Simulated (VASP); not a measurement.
# F4C in VASP: a series of runs

Aim: see how the results for F4C move with the level of theory and the settings. Levels: r2SCAN0, PBE0, r2SCAN+D3(BJ). Tasks: single point.

All numbers are computed with VASP 6.6.1; they aren't measurements. Logs are shortened: lines on timing, memory, paths and dates and some standing lists are left out, and cuts for length are marked.

### 1 Starting point

The cell holds a molecule in a box, 5 atoms: a = 12.000 Å, b = 11.000 Å, c = 11.000 Å, α = 90.00°, β = 90.00°, γ = 90.00°.

### 2 Single point, r2SCAN0

Contents of POSCAR:

```
CF4
1.0
   12.0000000000      0.0000000000      0.0000000000
    0.0000000000     11.0000000000      0.0000000000
    0.0000000000      0.0000000000     11.0000000000
F C
4 1
Direct
    0.4174333300      0.4852545500      0.5919863600
    0.5847333300      0.4373818200      0.5402227300
    0.4496083300      0.4115000000      0.4141954500
    0.5046583300      0.5923181800      0.4586954500
    0.4891083300      0.4816181800      0.5012772700
```

Contents of INCAR.step1:

```
SYSTEM = CF4
PREC = Accurate
ENCUT = 520
EDIFF = 1E-5
ISMEAR = 0
SIGMA = 0.01
LREAL = .FALSE.
LASPH = .TRUE.
NELM = 60
ALGO = Normal
ISIF = 2
LWAVE = .TRUE.
LCHARG = .FALSE.
NBANDS = 24
GGA = PE
```

Contents of INCAR.step2:

```
SYSTEM = CF4
PREC = Accurate
ENCUT = 520
EDIFF = 1E-6
ISMEAR = 0
SIGMA = 0.01
LREAL = .FALSE.
LASPH = .TRUE.
NELM = 60
ALGO = Normal
ISIF = 2
LWAVE = .FALSE.
LCHARG = .FALSE.
METAGGA = R2SCAN
LHFCALC = .TRUE.
AEXX = 0.25
LMIXTAU = .TRUE.
PRECFOCK = Fast
HFRCUT = -1
NBANDS = 24
ISTART = 1
```

Contents of KPOINTS:

```
Automatic mesh
0
G
  1 1 1
  0 0 0
```

Potentials or basis: VASP PAW PBE potentials, release 64 (F, C).

Command:

```sh
$ cat potpaw_PBE.64/F/POTCAR potpaw_PBE.64/C/POTCAR > POTCAR
$ cp INCAR.step1 INCAR
$ mpirun -np 1 vasp_gam > vasp.out
$ cp INCAR.step2 INCAR
$ mpirun -np 1 vasp_gam > vasp.out
```

OUTCAR:

```text
SYSTEM = CF4
   PREC = Accurate
   ENCUT = 520
   EDIFF = 1E-6
   ISMEAR = 0
   LREAL = .FALSE.
   LASPH = .TRUE.
   NELM = 60
   ISIF = 2
   METAGGA = R2SCAN
   LHFCALC = .TRUE.
   AEXX = 0.25
   PRECFOCK = Fast
   ISTART = 1

 ion  position               nearest neighbor table
   1  0.417  0.485  0.592-   5 1.32
   2  0.585  0.437  0.540-   5 1.32
   3  0.450  0.411  0.414-   5 1.32
   4  0.505  0.592  0.459-   5 1.32
   5  0.489  0.482  0.501-   1 1.32   4 1.32   2 1.32   3 1.32

  LATTYP: Found a simple tetragonal cell.
 ALAT       =    11.0000000000
 C/A-ratio  =     1.0909090909

  Lattice vectors:

 A1 = (   0.0000000000,  11.0000000000,   0.0000000000)
 A2 = (   0.0000000000,   0.0000000000,  11.0000000000)
 A3 = (  12.0000000000,   0.0000000000,   0.0000000000)

Analysis of symmetry for initial positions (statically):
=====================================================================
 Subroutine PRICEL returns:
 Original cell was already a primitive cell.

 Routine SETGRP: Setting up the symmetry group for a
 simple tetragonal supercell.

 Subroutine GETGRP returns: Found  1 space group operations
 (whereof  1 operations were pure point group operations)
 out of a pool of 16 trial point group operations.

The static configuration has the point symmetry C_1 .

Analysis of symmetry for dynamics (positions and initial velocities):
=====================================================================
 Subroutine PRICEL returns:
 Original cell was already a primitive cell.

 Routine SETGRP: Setting up the symmetry group for a
 simple tetragonal supercell.

 Subroutine GETGRP returns: Found  1 space group operations
 (whereof  1 operations were pure point group operations)
 out of a pool of 16 trial point group operations.

The dynamic configuration has the point symmetry C_1 .

 Subroutine INISYM returns: Found  1 space group operations
 (whereof  1 operations are pure point group operations),
 and found     1 'primitive' translations

----------------------------------------------------------------------------------------

                                     Primitive cell

  volume of cell :    1452.0000

  direct lattice vectors                    reciprocal lattice vectors
    12.000000000  0.000000000  0.000000000     0.083333333  0.000000000  0.000000000
[... 77 lines left out ...]
   TEBEG  =    0.0;   TEEND  =   0.0 temperature during run
   PSTRESS=    0.0 pullay stress
   NELECT =      32.0000    total number of electrons
   NUPDOWN=      -1.0000    fix difference up-down
   EMIN   =  10.00;   EMAX   =-10.00  energy-range for DOS
   EFERMI =   0.00;   METHOD = LEGACY
   ISMEAR =     0;   SIGMA  =   0.01  broadening in eV -4-tet -1-fermi 0-gaus
   EFERMI_NEDOS =   21; number of points for ismear=-14 and -15
   IALGO  =     38    algorithm
   IMIX   =      1    mixing-type and parameters
     AMIX     =   0.40;   BMIX     =  1.00
     AMIX_MAG =   1.60;   BMIX_MAG =  1.00
  volume/ion in A,a.u.               =     290.40      1959.72
  Fermi-wavevector in a.u.,A,eV,Ry     =   0.458989  0.867364  2.866356  0.210671
  Thomas-Fermi vector in A             =   1.444625
   LORBIT       =      0    0 simple, 1 ext, 2 COOP (PROOUT), +10 PAW based schemes
   METAGGA = R2SCAN    functional components
   LHFCALC =     T    Hartree Fock is set to
   PRECFOCK=fast      Normal, Fast or Accurate (Low or Medium for compatibility)
   ENCUT4O =  -1.0   cutoff for four orbital integrals eV
   NKREDX  =     1    reduce k-point grid by
   NKREDY  =     1    reduce k-point grid by
   NKREDZ  =     1    reduce k-point grid by
   AEXX    =    0.2500 exact exchange contribution
   HFSCREEN=    0.0000 screening length (either q_TF or 0.3 A-1)
   HFSCREENC=   0.0000 screening length for correlation (either q_TF or 0.3 A-1)
   ENCUTFOCK=  -1.0 apply spherical cutoff to Coloumb kernel
   IVDW    =     0    specifies the selected vdW correction
   LEPSILON=     F    determine dielectric tensor
   LRPA    =     F    only Hartree local field effects (RPA)
 non-spin polarized calculation
 Gauss-broadening in eV      SIGMA  =   0.01
  energy-cutoff  :      520.00
  volume of cell :     1452.00
 maximum number of plane-waves:     19579
 NGX is ok and might be reduce to    90
  NGX = 48; NGY = 42; NGZ = 42

 number of electron      31.9999988 magnetization

 Free energy of the ion-electron system (eV)
  ---------------------------------------------------
  ext. energy  EPLUGINS =         0.00000000
  ---------------------------------------------------
  free energy    TOTEN  =       -39.94391527 eV

  energy without entropy =      -39.94391527  energy(sigma->0) =      -39.94391527

 E-fermi : -12.7851     XC(G=0):  -0.4189

 val. band max:      -12.8527186220   @ k =   0.0000   0.0000   0.0000
 cond. band min:       0.1270790237   @ k =   0.0000   0.0000   0.0000
 fundamental gap:     12.9797976457
 Fermi energy:       -12.7850656959

 k-point     1 :       0.0000    0.0000    0.0000
  band No.  band energies     occupation
      1     -39.8569      2.00000
      2     -36.6011      2.00000
      3     -36.6010      2.00000
      4     -36.6007      2.00000
      5     -21.1530      2.00000
      6     -18.4762      2.00000
[... 16 lines left out ...]
     23       1.4088      0.00000
     24       2.3659      0.00000

------------------------ aborting loop because EDIFF is reached ----------------------------------------

  FORCE on cell =-STRESS in cart. coord.  units (eV):
  Direction    XX          YY          ZZ          XY          YZ          ZX
  --------------------------------------------------------------------------------------
  -------------------------------------------------------------------------------------
  Total        0.1201945      0.0865264      0.0761697     -0.0003847      0.0015853      0.0006593
  in kB        0.1326260      0.0954756      0.0840478     -0.0004245      0.0017492      0.0007275
  external PRESSURE =       0.1040498 kB  Pullay stress =       0.0000000 kB

 VOLUME and BASIS-vectors are now :
 -----------------------------------------------------------------------------
  energy-cutoff  :      520.00
  volume of cell :     1452.00
      direct lattice vectors                 reciprocal lattice vectors
    12.000000000  0.000000000  0.000000000     0.083333333  0.000000000  0.000000000
     0.000000000 11.000000000  0.000000000     0.000000000  0.090909091  0.000000000
     0.000000000  0.000000000 11.000000000     0.000000000  0.000000000  0.090909091

 POSITION                                       TOTAL-FORCE (eV/Angst)
 -----------------------------------------------------------------------------------
      5.00920      5.33780      6.51185        -0.108430      0.005001      0.128130
      7.01680      4.81120      5.94245         0.138620     -0.060256      0.055990
      5.39530      4.52650      4.55615        -0.051179     -0.101215     -0.116085
      6.05590      6.51550      5.04565         0.021230      0.162162     -0.062851
      5.86930      5.29780      5.51405        -0.000241     -0.005691     -0.005185
 -----------------------------------------------------------------------------------
    total drift:                               -0.003228     -0.000407      0.010648

  FREE ENERGIE OF THE ION-ELECTRON SYSTEM (eV)
  ---------------------------------------------------
  free  energy   TOTEN  =       -39.9439152716 eV

  energy  without entropy=      -39.9439152716  energy(sigma->0) =      -39.94391527
```

OUTCAR.step1:

```text
SYSTEM = CF4
   PREC = Accurate
   ENCUT = 520
   EDIFF = 1E-5
   ISMEAR = 0
   LREAL = .FALSE.
   LASPH = .TRUE.
   NELM = 60
[... 235 lines left out ...]
      5.39530      4.52650      4.55615        -0.545921     -0.885975     -1.100997
      6.05590      6.51550      5.04565         0.212763      1.401324     -0.537592
      5.86930      5.29780      5.51405        -0.000580     -0.002919     -0.001717
 -----------------------------------------------------------------------------------
    total drift:                                0.002462      0.000363     -0.000923

  FREE ENERGIE OF THE ION-ELECTRON SYSTEM (eV)
  ---------------------------------------------------
  free  energy   TOTEN  =       -25.5241402459 eV

  energy  without entropy=      -25.5241402459  energy(sigma->0) =      -25.52414025
```

OSZICAR.step1:

```text
N       E                     dE             d eps       ncg     rms          rms(c)
DAV:   1     0.346799114034E+03    0.34680E+03   -0.10659E+04    64   0.861E+02
DAV:   2     0.104660951502E+03   -0.24214E+03   -0.23053E+03    80   0.182E+02
DAV:   3    -0.170863427244E+02   -0.12175E+03   -0.11993E+03    72   0.107E+02
DAV:   4    -0.271103939529E+02   -0.10024E+02   -0.10019E+02    64   0.374E+01
DAV:   5    -0.271912673914E+02   -0.80873E-01   -0.80873E-01    64   0.349E+00    0.985E+00
DAV:   6    -0.255231180051E+02    0.16681E+01   -0.84758E+00    64   0.174E+01    0.436E+00
DAV:   7    -0.255147700636E+02    0.83479E-02   -0.33484E-01    64   0.386E+00    0.233E+00
DAV:   8    -0.255224117224E+02   -0.76417E-02   -0.42021E-02    72   0.156E+00    0.305E-01
DAV:   9    -0.255232862922E+02   -0.87457E-03   -0.70730E-03    64   0.528E-01    0.112E-01
DAV:  10    -0.255236542326E+02   -0.36794E-03   -0.50727E-04    64   0.198E-01    0.251E-02
DAV:  11    -0.255237730281E+02   -0.11880E-03   -0.54241E-05    64   0.512E-02    0.129E-02
DAV:  12    -0.255239999618E+02   -0.22693E-03   -0.16176E-05    56   0.234E-02    0.596E-03
DAV:  13    -0.255240379611E+02   -0.37999E-04   -0.17909E-06    48   0.104E-02    0.245E-03
DAV:  14    -0.255241352204E+02   -0.97259E-04   -0.57261E-06    48   0.150E-02    0.233E-03
DAV:  15    -0.255241402459E+02   -0.50255E-05   -0.65989E-07    48   0.635E-03
   1 F= -.25524140E+02 E0= -.25524140E+02  d E =-.322760E-49
```

Run time: 7.6 min. Hardware: 1 thread of Intel Xeon Platinum 8488C (Sapphire Rapids), shared host; peak memory 1.3 GiB.

Results:

```
Free energy                     : -39.9439 eV
Largest force                   : 0.175 eV/Å
Gap between the frontier levels : 12.98 eV
```

Forces in eV/Å, atoms in the order of the input:
```
F   -0.108  0.005  0.128
F    0.139 -0.060  0.056
F   -0.051 -0.101 -0.116
F    0.021  0.162 -0.063
C    0.000 -0.006 -0.005
```

Caveat: the PAW data sets were made with another functional, which shifts forces and pressure a little.

### 3 Single point, PBE0

POSCAR is that of step 2.

Contents of INCAR.step1:

```
SYSTEM = CF4
  PREC = Accurate
  ENCUT = 400
  EDIFF = 1E-5
  ISMEAR = 0
  SIGMA = 0.01
  LREAL = .False.
  LASPH = .True.
  NELM = 60
  ALGO = Normal
  ISIF = 2
  LWAVE = .True.
  LCHARG = .False.
  GGA = PE
```

Contents of INCAR.step2:

```
SYSTEM = CF4
  PREC = Accurate
  ENCUT = 400
  EDIFF = 1E-6
  ISMEAR = 0
  SIGMA = 0.01
  LREAL = .False.
  LASPH = .True.
  NELM = 60
  ALGO = Normal
  ISIF = 2
  LWAVE = .False.
  LCHARG = .False.
  GGA = PE
  LHFCALC = .True.
  AEXX = 0.25
  PRECFOCK = Fast
  HFRCUT = -1
  ISTART = 1
```

Contents of KPOINTS:

```
Automatic mesh
0
Gamma
  1 1 1
  0 0 0
```

Potentials or basis: VASP PAW PBE potentials, release 64 (F_s, C_s).

Command:

```sh
$ cat potpaw_PBE.64/F_s/POTCAR potpaw_PBE.64/C_s/POTCAR > POTCAR
$ cp INCAR.step1 INCAR
$ mpirun -np 1 vasp_gam > vasp.out
$ cp INCAR.step2 INCAR
$ mpirun -np 1 vasp_gam > vasp.out
```

It took 1.8 min on 1 thread of Intel Xeon Platinum 8488C (Sapphire Rapids), shared host; peak memory 0.76 GiB.

The run converged. Its results:

| Quantity | Value |
| --- | --- |
| Free energy | -34.2240 eV |
| Largest force | 1.943 eV/Å |
| Gap between the frontier levels | 12.43 eV |

Forces in eV/Å, atoms in the order of the input:
```
F   -1.261  0.058  1.464
F    1.694 -0.711  0.636
F   -0.702 -1.123 -1.406
F    0.269  1.780 -0.693
C    0.001 -0.005 -0.001
```

Levels at points of the mesh, in eV from the valence-band top:
```tsv
k point	band 13	band 14	band 15	band 16	band 17	band 18	band 19	band 20
(0.00, 0.00, 0.00)	-1.16	0.00	0.00	0.00	12.43	13.50	13.50	13.69
```

Caveat: the PAW data sets were made with another functional, which shifts forces and pressure a little.

### 4 Single point, r2SCAN+D3(BJ)

Contents of INCAR:

```
SYSTEM = CF4
PREC = Accurate
ENCUT = 400
EDIFF = 1E-6
ISMEAR = 0
SIGMA = 0.01
LREAL = .FALSE.
LASPH = .TRUE.
NELM = 80
ALGO = Normal
ISIF = 2
LWAVE = .FALSE.
LCHARG = .FALSE.
METAGGA = R2SCAN
LMIXTAU = .TRUE.
IVDW = 12
VDW_S6 = 1.0
VDW_S8 = 0.78981345
VDW_A1 = 0.49484001
VDW_A2 = 5.73083694
```

Contents of KPOINTS:

```
regular mesh
0
G
  1 1 1
  0 0 0
```

POSCAR is that of step 3.

Command:

```sh
$ cat potpaw_PBE.64/F_s/POTCAR potpaw_PBE.64/C_s/POTCAR > POTCAR
$ mpirun -np 1 vasp_gam > vasp.out
```

Wall time 3.5 min (1 thread of Intel Xeon Platinum 8488C (Sapphire Rapids), shared host); peak memory 0.88 GiB.

It converged, with:

- Free energy: -30.7621 eV
- Largest force: 2.378 eV/Å
- Gap between the frontier levels: 10.88 eV
- Dispersion energy per atom: -0.002 eV

Forces in eV/Å, atoms in the order of the input:
```
F   -1.548  0.079  1.794
F    2.069 -0.875  0.777
F   -0.856 -1.397 -1.721
F    0.340  2.195 -0.847
C   -0.005 -0.002 -0.003
```

Levels at points of the mesh, in eV from the valence-band top:
| k point | band 14 | band 15 | band 16 | band 17 | band 18 | band 19 |
| --- | --- | --- | --- | --- | --- | --- |
| (0.00, 0.00, 0.00) | 0.00 | 0.00 | 0.00 | 10.88 | 11.93 | 11.97 |

Caveat: the PAW data sets were made with another functional, which shifts forces and pressure a little. r2SCAN opens gaps a little over a GGA but as a rule still falls short of measured ones.

### 5 The runs side by side

| level | potentials or basis | cutoff (eV) | grid for exact exchange (PRECFOCK) | exchange at q = 0 | gap on the mesh (eV) | largest force (eV/Å) |
| --- | --- | --- | --- | --- | --- | --- |
| r2SCAN0 | VASP PAW PBE potentials, release 64 (F, C) | 520 | Fast | truncated | 12.98 | 0.18 |
| PBE0 | VASP PAW PBE potentials, release 64 (F_s, C_s) | 400 | Fast | truncated | 12.43 | 1.94 |
| r2SCAN+D3(BJ) | VASP PAW PBE potentials, release 64 (F_s, C_s) | 400 | - | - | 10.88 | 2.38 |

Alike in all rows: task single point; no spin polarisation; cell as given; k mesh 1 × 1 × 1; smearing gaussian 0.01 eV.

Caveats: the PAW data sets were made with another functional, which shifts forces and pressure a little.

Absolute energies hang on the potentials; compare differences alone.
